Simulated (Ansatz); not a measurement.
## Relaxing Te

Level of theory: DFT r2SCAN, scalar-relativistic, plane waves, PAW in Ansatz 0.2.0. Cutoff 500 eV, Γ-centred k mesh, Gaussian smearing, no spin polarisation in the final step.

This is the end of a relaxation of cell and atoms.

```yaml
crystal:
  lattice:
    - [5.79314, 0.00000, 0.00000]
    - [-2.89657, 5.01701, 0.00000]
    - [0.00000, 0.00000, 3.05391]
  atoms:
    - { symbol: Te, position: [0.00000, 0.00000, 0.00000] }
    - { symbol: Te, position: [0.33333, 0.66667, 0.50000] }
    - { symbol: Te, position: [0.66667, 0.33333, 0.50000] }
```

Energies count from the standard state of Te at the same level.

(1) What space group does it have?

(2) How far above the standard state of Te does it lie?

(3) Is it a metal?

Results:

(1) P6/mmm (No. 191). Conventional cell: a = 5.793 Å, c = 3.054 Å. Around Te on Wyckoff site a (1 atom of the primitive cell) lie 2 Te at 3.05 Å and 12 Te at 3.68 Å; Te on Wyckoff site d (2 atoms of the primitive cell) is coordinated by 2 Te at 3.05 Å, 3 Te at 3.34 Å and 6 Te at 3.68 Å.

(2) 0.42 eV/atom.

(3) Yes, bands cross the Fermi level on the 9×9×16 mesh.

The final run used a 9×9×16 mesh on its 3-atom cell and 0.10 eV smearing. The k mesh leaves about 4 meV/atom of noise in metals. Spin–orbit coupling is left out. The cell came from a trial start, so Te may not exist in this structure.